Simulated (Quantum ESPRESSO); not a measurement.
The system is WC (Qusongite).

```
W C
1.0
     2.90650    0.00000    0.00000
    -1.45325    2.51710    0.00000
     0.00000    0.00000    2.83660
W C
1 1
Direct
  0.00000 0.00000 0.00000
  0.66667 0.33333 0.50000
```

- Program: Quantum ESPRESSO 7.5
- Task: phonons
- Functional: LDA
- Potentials or basis: GBRV 1.5 LDA
- Cutoff: 762 eV
- Density cutoff: 6095 eV
- k mesh: 10 × 10 × 9
- Occupations: cold, width 0.2 eV
- Spin: no spin polarisation
- Form of the LDA correlation: PZ81
- Mixing beta: 0.5
- Most SCF iterations: 120
- SCF threshold: 4e-10 Ry

The cell and the atoms were relaxed first, to 10.16 Å³/atom (a = 2.887 Å, b = 2.887 Å, c = 2.815 Å, α = 90.00°, β = 90.00°, γ = 120.00°), and the response was taken there.

Which optical modes does the crystal have at the zone centre, and which show in infrared and Raman spectra?

The optical modes are A''2 + E'. Infrared active: A''2 + E'. Raman active: E'.

Optical modes at Γ, degenerate ones joined:
```csv
cm⁻¹,components,symmetry,active in
605,1,A''2,IR
630,2,E',IR and Raman
```

Caveat: the mesh is thin for the phonons of a metal.
